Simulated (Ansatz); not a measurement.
# SiC (F-43m), comparing deformations

Level of theory: DFT PBE, scalar-relativistic, plane waves, PAW in Ansatz 0.2.0. The runs took a 420 eV cutoff, a Γ-centred 10×10×10 mesh and Gaussian smearing (0.05 eV). No spin polarisation. Energies are free energies at this smearing, counted from the undisturbed cell; pressure is positive in compression.

The starting cell (relaxed at this level):

```
Si C
1.0
     0.00000    2.18986    2.18986
     2.18986    0.00000    2.18986
     2.18986    2.18986    0.00000
Si C
1 1
Cartesian
  0.0000 0.0000 0.0000
  3.2848 3.2848 3.2848
```

The cell is strained by ε times a Voigt pattern (xx, yy, zz, yz, xz, xy; engineering shear) with fractional coordinates fixed. τ = (1/V0) dE/dε comes from the stress tensor. Of each scan, only the three points used here are listed.

| pattern | ε | τ (GPa) |
| --- | --- | --- |
| (0, 0, 0, 0, 1, 0) | -0.0150 | -3.94 |
| (0, 0, 0, 0, 1, 0) | 0.0000 | 0.00 |
| (0, 0, 0, 0, 1, 0) | 0.0075 | 1.97 |
| (1, 1, 0, 0, 0, 0) | -0.0250 | -27.56 |
| (1, 1, 0, 0, 0, 0) | 0.0000 | -0.01 |
| (1, 1, 0, 0, 0, 0) | 0.0250 | 23.66 |
| (0, 0, 1, 0, 0, 0) | -0.0250 | -9.71 |
| (0, 0, 1, 0, 0, 0) | 0.0000 | 0.00 |
| (0, 0, 1, 0, 0, 0) | 0.0250 | 9.44 |

Problem. Which constants do the scans give, and which deformation costs least for the same size of strain tensor?

Solution. The slope dτ/dε at zero (parabola through three points) is pᵀCp: (0, 0, 0, 0, 1, 0) gives C44 = 263 GPa; (1, 1, 0, 0, 0, 0) gives 2(C11 + C12) = 1024 GPa; (0, 0, 1, 0, 0, 0) gives C11 = 383 GPa. The size of the strain tensor, ε:ε, is ε² times 0.5, 2.0, 1.0. Per unit of it the stiffnesses are 526, 512, 383 GPa, so (0, 0, 1, 0, 0, 0) is the softest of these: at ε:ε = (1 %)² the quadratic term costs 1.26 meV/atom against 1.72 for the stiffest. These are clamped-ion values.

Problem. What else follows for this cubic crystal?

Solution. From the unrounded slopes C11 = 383.0 and C12 = 129.3 GPa, so B = (C11 + 2 C12)/3 = 214 GPa and the Poisson ratio for a pull along a cube edge is C12/(C11 + C12) = 0.25.

Problem. How anisotropic is this cubic crystal?

Solution. Zener's ratio 2 C44/(C11 − C12) = 2.07 with clamped ions; it is 1 for an isotropic solid.

Forces appear on the atoms along this scan, and letting them relax would lower the energy and soften the response.